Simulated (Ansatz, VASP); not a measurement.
# One calculation of PbS, two programs

```
Pb S
1.0
     2.95997   -2.91921    0.00000
     2.95997    2.91921    0.00000
    -1.08720    0.00000   11.78684
Pb S
2 2
Direct
  0.77560 0.77560 0.63638
  0.22440 0.22440 0.36362
  0.26840 0.26840 0.59860
  0.73160 0.73160 0.40140
```

Change from the starting cell: volume scaled by 1.02.

Alike in both runs: task single point; functional PBEsol; k mesh 7 × 7 × 3; occupations fermi-dirac, width 0.01 eV; no spin polarisation.

|  | VASP | Ansatz |
| --- | --- | --- |
| version | VASP 6.6.1 | Ansatz 0.2.0 |
| potentials or method | VASP PAW PBE potentials, release 64 (Pb_d, S), cutoff 520 eV | all-electron LAPW, scalar-relativistic |

VASP gave:

| Property | Result |
| --- | --- |
| gap on the k mesh at the Fermi level (eV) | 1.31 |
| rms of the force components (eV/Å) | 0.340 |

Problem. What did Ansatz give for the same quantities?

Solution. gap on the k mesh at the Fermi level (eV): 1.31; rms of the force components (eV/Å): 0.341.

Atom by atom the forces differ by 0.001 eV/Å (rms over components). Ansatz ran all-electron here, so the differences hold the error of VASP's frozen core and of both bases.

Caveats: the PAW data sets were made with another functional, which shifts forces and pressure a little (VASP); spin-orbit coupling is left out, which as a rule narrows the gap of such compounds by several tenths of an eV.
